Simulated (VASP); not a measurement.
# FeO (Wuestite) (Fm-3m) in VASP: settings compared

The runs below take FeO (Wuestite) through relaxation of cell and atoms, with PBE, PBE+D2, PBE+D3, PBE+D3(BJ), PBE+D4.

Everything below comes from runs of VASP 6.6.1. Logs are shortened: lines on timing, memory, paths and dates and some standing lists are left out, and cuts for length are marked.

### Step 1. The crystal as given

Symmetry: Fm-3m, No. 225, cubic system. The conventional cell has a = 4.311 Å, b = 4.311 Å, c = 4.311 Å, α = 90.00°, β = 90.00°, γ = 90.00°. Fe (site symmetry m-3m) has 6 O at 2.16 Å as nearest neighbours. Around O (site symmetry m-3m) lie 6 Fe at 2.16 Å.

### Step 2. Relaxation of cell and atoms, PBE, collinear spin, ferromagnetic start

INCAR

```
  ALGO = Fast
  EDIFF = 1E-6
  EDIFFG = -0.005
  ENCUT = 600
  GGA = PE
  IBRION = 2
  ISIF = 3
  ISMEAR = -1
  ISPIN = 2
  LASPH = True
  LCHARG = False
  LMAXMIX = 4
  LORBIT = 11
  LREAL = False
  LWAVE = False
  MAGMOM = 3 0
  NELM = 120
  NSW = 40
  PREC = Accurate
  SIGMA = 0.05
```

KPOINTS

```
k-points
0
Gamma
  8 8 8
```

POSCAR

```
FeO
1.0
    0.0000000000      2.1554000000      2.1554000000
    2.1554000000      0.0000000000      2.1554000000
    2.1554000000      2.1554000000      0.0000000000
Fe O
1 1
Direct
    0.0000000000      0.0000000000      0.0000000000
    0.5000000000      0.5000000000      0.5000000000
```

Potentials or basis: VASP PAW PBE potentials, release 64 (Fe, O).

Started as:

```console
cat potpaw_PBE.64/Fe/POTCAR potpaw_PBE.64/O/POTCAR > POTCAR
mpirun -np 1 vasp_std > vasp.out
```

OUTCAR:

```text
EDIFF = 1E-6
   EDIFFG = -0.005
   ENCUT = 600
   GGA = PE
   IBRION = 2
   ISIF = 3
   ISMEAR = -1
   ISPIN = 2
   LASPH = True
   LORBIT = 11
   LREAL = False
   NELM = 120
   NSW = 40
   PREC = Accurate

 ion  position               nearest neighbor table
   1  0.000  0.000  0.000-   2 2.16   2 2.16   2 2.16   2 2.16   2 2.16   2 2.16
   2  0.500  0.500  0.500-   1 2.16   1 2.16   1 2.16   1 2.16   1 2.16   1 2.16

  LATTYP: Found a face centered cubic cell.
 ALAT       =     4.3108000000

  Lattice vectors:

 A1 = (   0.0000000000,   2.1554000000,   2.1554000000)
 A2 = (   2.1554000000,   0.0000000000,   2.1554000000)
 A3 = (   2.1554000000,   2.1554000000,   0.0000000000)

Analysis of symmetry for initial positions (statically):
=====================================================================
 Subroutine PRICEL returns:
 Original cell was already a primitive cell.

 Routine SETGRP: Setting up the symmetry group for a
 face centered cubic supercell.

 Subroutine GETGRP returns: Found 48 space group operations
 (whereof 48 operations were pure point group operations)
 out of a pool of 48 trial point group operations.

The static configuration has the point symmetry O_h .

Analysis of symmetry for dynamics (positions and initial velocities):
=====================================================================
 Subroutine PRICEL returns:
 Original cell was already a primitive cell.

 Routine SETGRP: Setting up the symmetry group for a
 face centered cubic supercell.

 Subroutine GETGRP returns: Found 48 space group operations
 (whereof 48 operations were pure point group operations)
 out of a pool of 48 trial point group operations.

The dynamic configuration has the point symmetry O_h .

Analysis of structural, dynamic, and magnetic symmetry:
=====================================================================
 Subroutine PRICEL returns:
 Original cell was already a primitive cell.

 Routine SETGRP: Setting up the symmetry group for a
 face centered cubic supercell.

 Subroutine GETGRP returns: Found 48 space group operations
 (whereof 48 operations were pure point group operations)
 out of a pool of 48 trial point group operations.

The overall configuration has the point symmetry O_h .

 Subroutine INISYM returns: Found 48 space group operations
 (whereof 48 operations are pure point group operations),
 and found     1 'primitive' translations

----------------------------------------------------------------------------------------

                                     Primitive cell

  volume of cell :      20.0269

  direct lattice vectors                    reciprocal lattice vectors
     0.000000000  2.155400000  2.155400000    -0.231975503  0.231975503  0.231975503
     2.155400000  0.000000000  2.155400000     0.231975503 -0.231975503  0.231975503
     2.155400000  2.155400000  0.000000000     0.231975503  0.231975503 -0.231975503

  length of vectors
     3.048195912  3.048195912  3.048195912     0.401793358  0.401793358  0.401793358

  position of ions in fractional coordinates (direct lattice)
     0.000000000  0.000000000  0.000000000
     0.500000000  0.500000000  0.500000000

  ion indices of the primitive-cell ions
   primitive index   ion index
                 1           1
                 2           2

----------------------------------------------------------------------------------------

 KPOINTS: k-points

Automatic generation of k-mesh.
 Grid dimensions read from file:
 generate k-points for:    8    8    8

 Generating k-lattice:

  Cartesian coordinates                     Fractional coordinates (reciprocal lattice)
    -0.028996938  0.028996938  0.028996938     0.125000000  0.000000000  0.000000000
[... 109 lines left out ...]
  energy without entropy =      -14.92311902  energy(sigma->0) =      -14.92992186

------------------------ aborting loop because EDIFF is reached ----------------------------------------

  FORCE on cell =-STRESS in cart. coord.  units (eV):
  Direction    XX          YY          ZZ          XY          YZ          ZX
  --------------------------------------------------------------------------------------
  -------------------------------------------------------------------------------------
  Total       -0.0231606     -0.0231606     -0.0231606     -0.0000000      0.0000000      0.0000000
  in kB       -1.8528806     -1.8528806     -1.8528806     -0.0000000      0.0000000      0.0000000
  external PRESSURE =      -1.8528806 kB  Pullay stress =       0.0000000 kB

 VOLUME and BASIS-vectors are now :
 -----------------------------------------------------------------------------
  energy-cutoff  :      600.00
  volume of cell :       20.03
      direct lattice vectors                 reciprocal lattice vectors
     0.000000000  2.155400000  2.155400000    -0.231975503  0.231975503  0.231975503
     2.155400000  0.000000000  2.155400000     0.231975503 -0.231975503  0.231975503
     2.155400000  2.155400000  0.000000000     0.231975503  0.231975503 -0.231975503

 POSITION                                       TOTAL-FORCE (eV/Angst)
 -----------------------------------------------------------------------------------
      0.00000      0.00000      0.00000         0.000000     -0.000000      0.000000
      2.15540      2.15540      2.15540         0.000000      0.000000      0.000000
 -----------------------------------------------------------------------------------
    total drift:                                0.000000     -0.000000      0.000000

  FREE ENERGIE OF THE ION-ELECTRON SYSTEM (eV)
  ---------------------------------------------------
  free  energy   TOTEN  =       -14.9367247082 eV

  energy  without entropy=      -14.9231190153  energy(sigma->0) =      -14.92992186

--------------------------------------- Ionic step        2  -------------------------------------------

 number of electron      13.9999998 magnetization       4.0004687

 Free energy of the ion-electron system (eV)
  ---------------------------------------------------
  ext. energy  EPLUGINS =         0.00000000
  ---------------------------------------------------
  free energy    TOTEN  =       -14.93674844 eV

  energy without entropy =      -14.92317173  energy(sigma->0) =      -14.92996009

 E-fermi :   6.2272     XC(G=0): -12.1723

 val. band max:        6.2094970495   @ k =  -0.3750   0.2500   0.0000
 cond. band min:       6.2286106879   @ k =  -0.2500   0.3750   0.1250
 fundamental gap:      0.0191136384
 Fermi energy:         6.2271946588

 spin component 1

 k-point     1 :       0.0000    0.0000    0.0000
  band No.  band energies     occupation
      1     -14.5164      1.00000
      2       2.3463      1.00000
      3       2.3463      1.00000
      4       2.3463      1.00000
      5       2.4164      1.00000
      6       2.4164      1.00000
      7       2.4164      1.00000
      8       2.5438      1.00000
      9       2.5438      1.00000
     10       6.3172      0.14185
     11      21.6902      0.00000
     12      23.2673      0.00000
     13      23.2673      0.00000
[... 356 lines left out ...]
      2      -1.8198      1.00000
      3      -0.4811      1.00000
      4      -0.2296      1.00000
      5       2.9740      1.00000
      6       3.1511      1.00000
      7       3.6023      1.00000
      8       4.5711      1.00000
      9       5.3034      1.00000
     10      12.5008      0.00000
     11      14.2521      0.00000
     12      16.4186      0.00000
     13      19.3117      0.00000

 [... further k-points ...]

 spin component 2

 k-point     1 :       0.0000    0.0000    0.0000
  band No.  band energies     occupation
      1     -13.9829      1.00000
      2       2.9753      1.00000
      3       2.9753      1.00000
      4       2.9753      1.00000
      5       5.4841      1.00000
      6       5.4844      1.00000
      7       5.4844      1.00000
      8       6.4126      0.02393
      9       6.4129      0.02377
     10       7.1211      0.00000
     11      21.6458      0.00000
     12      24.1572      0.00000
     13      24.1572      0.00000
[... 356 lines left out ...]
      2      -1.0824      1.00000
      3       0.5839      1.00000
      4       1.1105      1.00000
      5       6.2902      0.22079
      6       6.4319      0.01640
      7       6.8415      0.00000
      8       7.9459      0.00000
      9       8.5805      0.00000
     10      13.2418      0.00000
     11      15.4391      0.00000
     12      17.3221      0.00000
     13      20.2615      0.00000

 [... further k-points ...]

------------------------ aborting loop because EDIFF is reached ----------------------------------------

  FORCE on cell =-STRESS in cart. coord.  units (eV):
  Direction    XX          YY          ZZ          XY          YZ          ZX
  --------------------------------------------------------------------------------------
  -------------------------------------------------------------------------------------
  Total        0.0081583      0.0081583      0.0081583      0.0000000      0.0000000      0.0000000
  in kB        0.6537731      0.6537731      0.6537731      0.0000000      0.0000000      0.0000000
  external PRESSURE =       0.6537731 kB  Pullay stress =       0.0000000 kB

 VOLUME and BASIS-vectors are now :
 -----------------------------------------------------------------------------
  energy-cutoff  :      600.00
  volume of cell :       19.99
      direct lattice vectors                 reciprocal lattice vectors
    -0.000000000  2.154195853  2.154195853    -0.232105172  0.232105172  0.232105172
     2.154195853  0.000000000  2.154195853     0.232105172 -0.232105172  0.232105172
     2.154195853  2.154195853  0.000000000     0.232105172  0.232105172 -0.232105172

 POSITION                                       TOTAL-FORCE (eV/Angst)
 -----------------------------------------------------------------------------------
      2.15420      4.30839      2.15420         0.000000     -0.000000      0.000000
      2.15420      2.15420      2.15420        -0.000000      0.000000     -0.000000
 -----------------------------------------------------------------------------------
    total drift:                               -0.000000     -0.000000      0.000000

  FREE ENERGIE OF THE ION-ELECTRON SYSTEM (eV)
  ---------------------------------------------------
  free  energy   TOTEN  =       -14.9367484396 eV

  energy  without entropy=      -14.9231717341  energy(sigma->0) =      -14.92996009

 reached required accuracy - stopping structural energy minimisation

 total charge

# of ion       s       p       d       tot
------------------------------------------
    1        0.288   0.359   6.087   6.735
    2        1.553   3.440   0.000   4.993
--------------------------------------------------
tot          1.841   3.800   6.087  11.728

 magnetization (x)

# of ion       s       p       d       tot
------------------------------------------
    1        0.027   0.021   3.570   3.618
    2        0.030   0.272   0.000   0.302
--------------------------------------------------
tot          0.057   0.293   3.570   3.920
```

It took 53 s on 1 thread of Intel Xeon Platinum 8175M at 2.50GHz (Skylake/Cascade Lake), shared host; peak memory 0.15 GiB.

What came out:

```
Free energy                                           : -14.9367 eV
Relaxed volume                                        : 10.00 Å³/atom
Relaxed cell                                          : a = 3.046 Å, b = 3.046 Å, c = 3.046 Å, α = 60.00°, β = 60.00°, γ = 60.00°
Space group after relaxing (to 0.05 Å)                : Fm-3m (No. 225)
Energy gained by relaxing                             : 0.0 meV/atom
Ionic steps                                           : 2
Pressure after relaxing                               : 0.1 GPa
Band gap on the k mesh                                : none (metal or under the smearing width)
Net moment                                            : 4.00 μB per cell
Site moments                                          : Fe +3.62; O +0.30 μB
Valence electrons inside the program's atomic spheres : Fe 6.74; O 4.99
```

Final structure:
```cif
data_structure
_symmetry_space_group_name_H-M 'P 1'
_symmetry_Int_Tables_number 1
_cell_length_a 3.0465
_cell_length_b 3.0465
_cell_length_c 3.0465
_cell_angle_alpha 60.000
_cell_angle_beta 60.000
_cell_angle_gamma 60.000
_cell_volume 19.99
loop_
_atom_site_label
_atom_site_type_symbol
_atom_site_fract_x
_atom_site_fract_y
_atom_site_fract_z
_atom_site_occupancy
Fe1 Fe 0.00000 0.00000 0.00000 1
O1 O 0.50000 0.50000 0.50000 1
```

Caveat: a cell with one magnetic atom can't hold antiferromagnetic order, which such compounds often take; semilocal functionals often make such compounds metallic where correlation or magnetic order opens a gap, which also shifts bond lengths. With open d or f shells a metallic result of PBE can be an artefact of self-interaction; +U or a hybrid may open a gap.

(Part 1 of 3 ends here.)
